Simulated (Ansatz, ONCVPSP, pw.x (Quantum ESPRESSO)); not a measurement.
# pw.x on fcc H: one setting changed

Potential: optimised norm-conserving Vanderbilt (ONCV), ONCVPSP 4.0.1, PBE; core none, reference 1s1; waves: 1s: rc 1.05 bohr, ncon 4, nbas 7, qcut 6.8 1/bohr, 2 projectors, debl 3 Ha; p scattering state at 0.26 Ha: rc 0.95 bohr, ncon 3, nbas 6, qcut 7.7 1/bohr, 2 projectors, debl 0.8 Ha; local part: polynomial inside 0.90 bohr (lpopt 5, dvloc0 0 Ha); core correction: none.

The reference run (k-mesh 18³, cutoffs 65/260 Ry, Fermi–Dirac 0.01 Ry, mixing_beta 0.4, conv_thr 1e-9, no spin) gives -0.30 GPa at 2.975 Å³/atom, where all-electron LAPW gives -0.20 GPa. This run, with its own iteration cap, changes k-mesh shift to 1.

```
&control
  calculation='scf', prefix='x', pseudo_dir='./', outdir='./tmp', tstress=.true., disk_io='none'
/
&system
  ibrav=0, nat=1, ntyp=1, ecutwfc=65, ecutrho=260, nbnd=7,
  occupations='smearing', smearing='fd', degauss=0.01
/
&electrons
  conv_thr=1e-09, mixing_beta=0.4, electron_maxstep=60
/
ATOMIC_SPECIES
H 1.0 H.UPF
CELL_PARAMETERS angstrom
  0.00000000 1.14152561 1.14152561
  1.14152561 0.00000000 1.14152561
  1.14152561 1.14152561 0.00000000
ATOMIC_POSITIONS crystal
H 0.0000 0.0000 0.0000
K_POINTS automatic
18 18 18 1 1 1
```

```bash
pw.x < H.scf.in > H.scf.out
```

Q: How does the run end?

A: It converges in 3 iterations; the free energy moves by +0.6 meV/atom and the pressure by -0.11 GPa.

```
Message from routine setup:
     using ibrav=0 with symmetry is DISCOURAGED, use correct ibrav instead
     lattice parameter (alat)  =       3.0507  a.u.
     unit-cell volume          =      20.0763 (a.u.)^3
     number of electrons       =         1.00
     number of Kohn-Sham states=            7
     kinetic-energy cutoff     =      65.0000  Ry
     charge density cutoff     =     260.0000  Ry
     scf convergence threshold =      1.0E-09
     Exchange-correlation= PBE
     number of k points=   570  Fermi-Dirac smearing, width (Ry)=  0.0100
     iteration #  1     ecut=    65.00 Ry     beta= 0.40
     total energy              =      -1.07525138 Ry
     estimated scf accuracy    <       0.00000391 Ry
     iteration #  2     ecut=    65.00 Ry     beta= 0.40
     total energy              =      -1.07525593 Ry
     estimated scf accuracy    <       0.00000149 Ry
     iteration #  3     ecut=    65.00 Ry     beta= 0.40
     the Fermi energy is     3.7198 ev
!    total energy              =      -1.07525606 Ry
     estimated scf accuracy    <          1.0E-10 Ry
     smearing contrib. (-TS)   =      -0.00043400 Ry
     The total energy is F=E-TS. E is the sum of the following terms:
     one-electron contribution =       0.63567055 Ry
     hartree contribution      =       0.01808389 Ry
     xc contribution           =      -0.66587387 Ry
     ewald contribution        =      -1.06270263 Ry
     convergence has been achieved in   3 iterations
          total   stress  (Ry/bohr**3)                   (kbar)     P=       -4.08
     Message from routine punch:
     Nothing written, as per user request (disk_io='none')
```

The run took about 4.4 s on one core of a shared host (Intel(R) Xeon(R) Processor @ 2.60GHz, 24 threads, 31 GiB, load 11).
